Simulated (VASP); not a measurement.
Here is a VASP 6.6.1 calculation.

File INCAR:

```
SYSTEM = Te
PREC = Accurate
ENCUT = 520
EDIFF = 1E-7
ISMEAR = 0
SIGMA = 0.03
LREAL = .False.
LASPH = .True.
NELM = 80
ALGO = Normal
ISIF = 2
LWAVE = .False.
LCHARG = .False.
METAGGA = R2SCAN
LMIXTAU = .True.
NBANDS = 16
KPAR = 4
```

The input KPOINTS:

```
Automatic mesh
0
Gamma
  9 9 6
  0 0 0
```

Contents of POSCAR:

```
Te                                      
1.0
    4.3110270030      0.0000000000     -0.0000000000
   -2.1555135015      3.7334589010     -0.0000000000
    0.0000000000      0.0000000000      5.9737348384
  Te            
     3
Direct
     0.2853094364969323    0.0000000000000000    0.3333333332999970
     0.0000000000000000    0.2853094364969323    0.6666666667000030
     0.7146905635030677    0.7146905635030677    1.0000000000000000
```

The input KPOINTS_OPT:

```
explicit points
258
Reciprocal
 0.0000000000  0.0000000000  0.0000000000 1
 0.0263157895  0.0000000000  0.0000000000 1
 0.0526315789  0.0000000000  0.0000000000 1
 0.0789473684  0.0000000000  0.0000000000 1
 0.1052631579  0.0000000000  0.0000000000 1
 0.1315789474  0.0000000000  0.0000000000 1
[... 250 lines left out ...]
 0.5000000000  0.0000000000  0.0329991900 1
 0.5000000000  0.0000000000 -0.0329991900 1
```

Potentials or basis: VASP PAW PBE potentials, release 64 (Te).

The run is started by

```sh
$ cat potpaw_PBE.64/Te/POTCAR > POTCAR
$ mpirun -np 4 vasp_std > vasp.out
```

Predict the band gap on the k mesh.

0.13 eV, direct.

What does it give for the pressure?

1.9 GPa.

Predict the largest force.

0.179 eV/Å.

Stress tensor (GPa, compression positive):
```
2.04 0.00 0.00
0.00 2.04 0.00
0.00 0.00 1.69
```

Caveat: the PAW data sets were made with another functional, which shifts forces and pressure a little; spin-orbit coupling is left out, which moves the levels of the heavy elements. r2SCAN opens gaps a little over a GGA but as a rule still falls short of measured ones.
